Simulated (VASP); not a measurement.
Set up this calculation in VASP 6.6.1, as the native input.

| Item | Value |
| --- | --- |
| Task | relaxation of cell and atoms |
| Functional | PBE |
| Potentials or basis | VASP PAW PBE potentials, release 64 (Mg) |
| Cutoff | 600 eV |
| k mesh | 8 × 8 × 4 |
| Occupations | gaussian, width 0.05 eV |
| Spin | no spin polarisation |
| Dipole correction | no |
| Further INCAR settings | ALGO = Normal; EDIFF = 1e-06; IBRION = 2; EDIFFG = -0.03; NSW = 80; ISIF = 3 |

The structure of Mg lies in POSCAR:

```
Mg
1.0
    3.2100000000      0.0000000000      0.0000000000
   -1.6050000000      2.7799415461      0.0000000000
    0.0000000000      0.0000000000      5.2130400000
Mg
2
Direct
    0.3333333333      0.6666666667      0.7500000000
    0.6666666667      0.3333333333      0.2500000000
```

These files were run (other wordings do the same):

INCAR

```
SYSTEM = Mg
PREC     = Accurate       ! precision mode
ENCUT    = 600            ! plane-wave cutoff, eV
EDIFF    = 1E-6           ! SCF threshold, eV
ISMEAR   = 0              ! smearing method
SIGMA    = 0.05           ! smearing width, eV
LREAL    = .FALSE.        ! projectors in reciprocal space
LASPH    = .TRUE.         ! aspherical terms in the spheres
NELM     = 100            ! most SCF steps
ALGO     = Normal         ! electronic algorithm
ISIF     = 3              ! what is computed and relaxed
LWAVE    = .FALSE.        ! write WAVECAR
LCHARG   = .FALSE.        ! write CHGCAR
GGA      = PE             ! functional
IBRION   = 2              ! ionic algorithm
NSW      = 80             ! ionic steps
EDIFFG   = -0.03          ! ionic threshold
```

KPOINTS

```
regular mesh
0
G
  8 8 4
  0 0 0
```

Potentials or basis: VASP PAW PBE potentials, release 64 (Mg).

Launch:

```sh
$ cat potpaw_PBE.64/Mg/POTCAR > POTCAR
$ mpirun -np 1 vasp_std > vasp.out
```

It gave:

The relaxed volume is 22.83 Å³/atom, the relaxed cell is a = 3.180 Å, b = 3.180 Å, c = 5.215 Å, α = 90.00°, β = 90.00°, γ = 120.00° and the space group after relaxing (to 0.05 Å) is P6_3/mmc (No. 194). The energy gained by relaxing is 1.4 meV/atom and the ionic steps are 3. The pressure after relaxing is 0.0 GPa and the band gap on the k mesh is none (metal or under the smearing width).

It took 7.9 s on 1 thread of Intel(R) Xeon(R) 6975P-C (Granite Rapids) (shared host), peak memory 0.18 GiB.
